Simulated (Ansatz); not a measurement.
**AlAs wire along [110], 36 atoms a period, H-terminated: bands under strain**

Wanted: the relaxed geometry and the bands of the AlAs wire along [110], 36 atoms a period, H-terminated.

Method: DFT PBE, plane waves, PAW; relaxation of a wire's period; PAW set soft_1, in the first sound run; inputs show where later runs differ, in Ansatz 0.2.0.

This is a report of a sequence of runs, with most program output left out.

## Step 1: Starting point

The cell holds 56 atoms: 20 H, 18 Al and 18 As. Cell: a = 24.359 Å, b = 23.545 Å, c = 4.052 Å, α = 90.0°, β = 90.0°, γ = 90.0°. Vacuum lies along a and b. The structure's axis is c.

## Step 2: Relaxing the period

Band widths follow the bond lengths, so the wire is relaxed first. The atoms and the third cell vector are free; the box across stays fixed as vacuum. A Fermi-Dirac smearing is set since the result may be a metal. The pressure printed is a third of the stress's trace over the whole box, vacuum included; only the stress along the axis is relaxed.

input.yaml reads:

```yaml
crystal:
  lattice:
    - [24.359, 0.0, 0.0]
    - [0.0, 23.545, 0.0]
    - [0.0, 0.0, 4.0517218562]
  atoms:
    - { symbol: H, position: [0.197912599, 0.402530592, 0.0] }
    - { symbol: Al, position: [0.235124304, 0.456975257, 0.0] }
    - { symbol: As, position: [0.411547802, 0.198848997, 0.0] }
    - { symbol: As, position: [0.411547802, 0.37093317, 0.0] }
    - { symbol: H, position: [0.448285473, 0.145097895, 0.0] }
    - { symbol: Al, position: [0.470355635, 0.284891083, 0.0] }
    - { symbol: Al, position: [0.470355635, 0.456975257, 0.0] }
    - { symbol: As, position: [0.646779134, 0.198848997, 0.0] }
[... 44 atom lines left out ...]
    - { symbol: As, position: [0.646779134, 0.543017343, 0.0] }
    - { symbol: As, position: [0.646779134, 0.715101516, 0.0] }
    - { symbol: H, position: [0.683516804, 0.768852618, 0.0] }
    - { symbol: Al, position: [0.705586967, 0.62905943, 0.0] }
kpoints:
  mp_grid: { grid: [1, 1, 20] }
scf:
  occupations: { method: fermi_dirac, width: 0.05 }
hamiltonian:
  xc: pbe
  pseudopotentials: { kind: paw, azcp: { folder: soft_1 } }
relax:
  cell: { fix: [a, b, alpha, beta, gamma] }
  max_steps: 45
  f_tol: 0.03
```

Run with:

```bash
$ ansatz run input.yaml --threads 16 --pin off --max-ram 61440MiB --backend cuda --events-out ev --progress --plain --runs-dir out --max-vram 78GiB
```

Elapsed: 22 s, on 1 × NVIDIA GB200 with 16 threads of Arm Neoverse V2, shared host; peak memory 1.6 GiB; 2.6 min of CPU time.

Step by step:

| step | energy less that of the first step (eV) | largest force component (eV/Å) | pressure (GPa) | volume (Å³) |
| --- | --- | --- | --- | --- |
| 1 | 0.0000 | 1.0594 | 0.34 | 2323.79 |
| 2 | -1.2984 | 0.5541 | -0.10 | 2375.94 |
| 3 | -1.4188 | 0.3339 | -0.06 | 2386.82 |
| 4 | -1.4359 | 0.1229 | 0.02 | 2380.61 |
| 5 | -1.4417 | 0.0733 | -0.01 | 2387.64 |
| 6 | -1.4456 | 0.0438 | 0.00 | 2382.47 |
| 7 | -1.4466 | 0.0072 | -0.01 | 2384.58 |
| 8 | -1.4558 | 0.0072 | 0.00 | 2384.58 |

The log counts 1 steps on a newly chosen plane-wave basis, not all of them marked here; energy and pressure can jump at such steps.

The run keeps the 2 symmetry operations that it works with, so distortions that break them were not tested.

| cell as run | before | after | change |
| --- | --- | --- | --- |
| c (Å) | 4.052 | 4.158 | +2.6 % |

The atoms that moved most (Å, along periodic axes as changes of fractional coordinates times the final cell, across vacuum about the mean position):

| atom | dx | dy | dz | length |
| --- | --- | --- | --- | --- |
| H39 | -0.295 | 0.049 | 0.000 | 0.299 |
| As45 | 0.283 | 0.002 | 0.000 | 0.283 |
| As17 | 0.268 | 0.001 | 0.000 | 0.268 |
| H38 | -0.182 | -0.165 | 0.000 | 0.246 |
| H42 | 0.158 | -0.038 | 0.175 | 0.239 |
| H15 | 0.158 | -0.038 | -0.175 | 0.239 |
| H10 | -0.200 | 0.126 | 0.000 | 0.236 |
| H14 | 0.144 | 0.018 | 0.175 | 0.228 |

Numbers from this step:

```
energy at zero smearing    : -97411.5627 eV
cell length along the wire : 4.158 Å
```

The cell's length comes to 4.158 Å with spin left out.

## Step 3: Bands of the perfect wire

This step: DFT PBE, plane waves, PAW; bands of a perfect wire; PAW set soft_1 (Ansatz 0.2.0).

At the relaxed period the bands are computed along the axis; those that cross an energy going forward count the channels that a perfect wire would open there.

input.yaml reads:

```yaml
crystal:
  lattice:
    - [24.359, 0.0, 0.0]
    - [0.0, 23.545, 0.0]
    - [0.0, 0.0, 4.1576987448]
  atoms:
    - { symbol: H, position: [0.200517669, 0.394976646, 0.0] }
    - { symbol: Al, position: [0.238677528, 0.450087829, 0.0] }
    - { symbol: As, position: [0.410126939, 0.203211964, 0.0] }
    - { symbol: As, position: [0.413114972, 0.372142181, 0.0] }
    - { symbol: H, position: [0.447523322, 0.151473232, 0.0] }
    - { symbol: Al, position: [0.474123966, 0.28710251, 0.0] }
    - { symbol: Al, position: [0.471476009, 0.459864177, 0.0] }
    - { symbol: As, position: [0.642241992, 0.205461227, 0.0] }
[... 44 atom lines left out ...]
    - { symbol: As, position: [0.643687036, 0.542195551, 0.0] }
    - { symbol: As, position: [0.641982364, 0.709272327, 0.0] }
    - { symbol: H, position: [0.677429952, 0.762566818, 0.0] }
    - { symbol: Al, position: [0.705165941, 0.625479091, 0.0] }
kpoints:
  mp_grid: { grid: [1, 1, 20] }
  band_path: { path: ["Γ", Z], npoints: 90 }
scf:
  occupations: { method: fermi_dirac, width: 0.05 }
hamiltonian:
  xc: pbe
  pseudopotentials: { kind: paw, azcp: { folder: soft_1 } }
output:
  dos: { e_range: [-5, 4] }
  write_potential: true
  write_density: true
  volumetric_format: npy
```

Elapsed: 23 s, on 1 × NVIDIA GB200 with 16 threads; peak memory 3.3 GiB.

This step gave:

```yaml
energy_at_zero_smearing: -97411.5634 eV
band_gap_on_the_path_through_both_edges: 0.3661 eV
```

The electronic bands at the labelled points (eV, zero at the Fermi level; v1 is the highest filled band, c1 the lowest empty one):

| point | v4 | v3 | v2 | v1 | c1 | c2 | c3 | c4 |
| --- | --- | --- | --- | --- | --- | --- | --- | --- |
| Γ | -1.87 | -1.83 | -0.48 | -0.19 | 0.18 | 0.46 | 0.61 | 0.64 |
| halfway | -2.23 | -2.03 | -1.58 | -1.29 | 1.09 | 1.22 | 1.28 | 1.38 |
| Z | -2.49 | -2.29 | -2.20 | -1.94 | 0.48 | 0.65 | 0.77 | 0.79 |

The gap is 0.366 eV, with spin left out.

The path shows a direct gap of 0.37 eV (valence top at Γ, conduction bottom at Γ).

## Step 4: Strain along the wire, period over the relaxed period 0.97, k-mesh 1×1×15

This step: DFT PBE, plane waves, PAW; relaxation at a fixed period; PAW set soft_1 (Ansatz 0.2.0).

The period is set to 0.97 times the relaxed one and the atoms relax within it: strain changes bond lengths and angles, which shifts the bands against each other. Against the first PBE run of this kind, the mesh along the wire has 15 points against 20.

The cell differs from the one that the last finished run ended in (c 4.158 → 4.033 Å).

input.yaml, as its differences from that of step 3:

```diff
@@ -4,3 +4,3 @@
     - [0.0, 23.545, 0.0]
-    - [0.0, 0.0, 4.1576987448]
+    - [0.0, 0.0, 4.0329677825]
   atoms:
@@ -63,3 +63,3 @@
 kpoints:
-  mp_grid: { grid: [1, 1, 20] }
+  mp_grid: { grid: [1, 1, 15] }
   band_path: { path: ["Γ", Z], npoints: 90 }
@@ -70,6 +70,6 @@
   pseudopotentials: { kind: paw, azcp: { folder: soft_1 } }
+relax:
+  max_steps: 40
+  f_tol: 0.02
 output:
-  dos: { e_range: [-5, 4] }
-  write_potential: true
-  write_density: true
-  volumetric_format: npy
+  stress: true
```

Elapsed: 25 s, on 1 × NVIDIA GB200 with 16 threads; peak memory 1.9 GiB.

The steps of the relaxation:

| step | energy less that of the first step (eV) | largest force component (eV/Å) |
| --- | --- | --- |
| 1 | 0.0000 | 0.4525 |
| 2 | -0.1451 | 0.2080 |
| 3 | -0.1514 | 0.0346 |
| 4 | -0.1521 | 0.0116 |

The run keeps the 2 symmetry operations that it works with, so distortions that break them were not tested.

The atoms that moved most (Å):

| atom | dx | dy | dz | length |
| --- | --- | --- | --- | --- |
| H44 | 0.132 | 0.006 | 0.011 | 0.133 |
| H13 | 0.132 | 0.006 | -0.011 | 0.133 |
| H46 | -0.110 | -0.008 | 0.000 | 0.110 |
| As37 | 0.109 | 0.001 | 0.000 | 0.109 |
| H1 | -0.108 | 0.000 | 0.000 | 0.108 |
| H15 | -0.104 | -0.001 | 0.026 | 0.107 |
| H42 | -0.104 | -0.001 | -0.026 | 0.107 |
| As36 | 0.107 | 0.000 | 0.000 | 0.107 |

Numbers from this step:

| Property | Result |
| --- | --- |
| energy at zero smearing | -97411.2866 eV |
| band gap on the path through both edges | 0.2562 eV |

Electronic bands along the path, in eV, zero at the Fermi level; v1 is the highest filled band, c1 the lowest empty one:

| point | v4 | v3 | v2 | v1 | c1 | c2 | c3 | c4 |
| --- | --- | --- | --- | --- | --- | --- | --- | --- |
| Γ | -1.92 | -1.86 | -0.38 | -0.11 | 0.18 | 0.51 | 0.57 | 0.62 |
| halfway | -2.49 | -2.30 | -1.70 | -1.42 | 0.86 | 0.99 | 1.05 | 1.14 |
| Z | -2.73 | -2.57 | -2.45 | -2.18 | 0.15 | 0.37 | 0.47 | 0.49 |

The gap is 0.256 eV, against 0.366 eV under PBE at the relaxed period.

## Step 5: At a strained period, period over the relaxed period 1.06, k-mesh 1×1×14

The period is set to 1.06 times the relaxed one and the atoms relax within it: strain changes bond lengths and angles, which shifts the bands against each other. Against the first PBE run of this kind, the mesh along the wire has 14 points against 20.

The cell differs from the one that the last finished run ended in (c 4.033 → 4.407 Å).

input.yaml, as its differences from that of step 4:

```diff
@@ -4,3 +4,3 @@
     - [0.0, 23.545, 0.0]
-    - [0.0, 0.0, 4.0329677825]
+    - [0.0, 0.0, 4.4071606695]
   atoms:
@@ -63,3 +63,3 @@
 kpoints:
-  mp_grid: { grid: [1, 1, 15] }
+  mp_grid: { grid: [1, 1, 14] }
   band_path: { path: ["Γ", Z], npoints: 90 }
```

The job ended after 25 s (1 × NVIDIA GB200 with 16 threads; peak memory 2.2 GiB).

Relaxation path:

| step | energy less that of the first step (eV) | largest force component (eV/Å) |
| --- | --- | --- |
| 1 | 0.0000 | 0.7039 |
| 2 | -0.3954 | 0.3572 |
| 3 | -0.4625 | 0.0534 |
| 4 | -0.4671 | 0.0202 |
| 5 | -0.4669 | 0.0509 |
| 6 | -0.4674 | 0.0422 |
| 7 | -0.4682 | 0.0082 |

Relaxation step 5 was tried and not accepted.

The run keeps the 2 symmetry operations that it works with, so distortions that break them were not tested.

The atoms that moved most (Å):

| atom | dx | dy | dz | length |
| --- | --- | --- | --- | --- |
| H13 | -0.279 | -0.012 | 0.037 | 0.282 |
| H44 | -0.279 | -0.012 | -0.037 | 0.282 |
| As37 | -0.245 | -0.008 | 0.000 | 0.245 |
| H1 | 0.242 | -0.008 | 0.000 | 0.242 |
| Al40 | -0.239 | -0.007 | 0.000 | 0.239 |
| H46 | 0.236 | 0.016 | 0.000 | 0.237 |
| As36 | -0.233 | 0.000 | 0.000 | 0.233 |
| H15 | 0.226 | 0.003 | -0.059 | 0.233 |

Numbers from this step:

| Item | Value |
| --- | --- |
| energy at zero smearing | -97410.6566 eV |
| band gap on the path through both edges | 0.3994 eV |

The gap is 0.399 eV, against 0.366 eV under PBE at the relaxed period.

## Step 6: Outcome

```json
{
  "cell length, PBE": "4.158 Å",
  "gap, PBE": "0.366 eV",
  "gap, period scaled by 0.97": "0.256 eV",
  "gap, period scaled by 1.06": "0.399 eV"
}
```

What this shows: Under PBE the cell's length is 4.16 Å, and a gap of 0.37 eV makes it a semiconductor. Strain matters: under PBE the gap goes from 0.37 eV to 0.256 eV at 0.97 times the period and 0.399 eV at 1.06 times the period. Where the gap is under about 0.35 eV, the smearing of 0.05 eV partly fills the band edges in the SCF. Plain hydrogen on a compound's surface is a simple closure: it may leave surface states, and facets that end in unlike atoms put a field across the wire, both of which shrink the gap.

[Logs are printed without paths, hosts, clocks, repeated set-up lines and the standing remarks that a program may print on its own settings, such as how far it seeks lower states.]

[Hosts, paths, dates, database ids (printed as entryN), source tags and the programs' standing remarks are cut or masked in the printed files.]
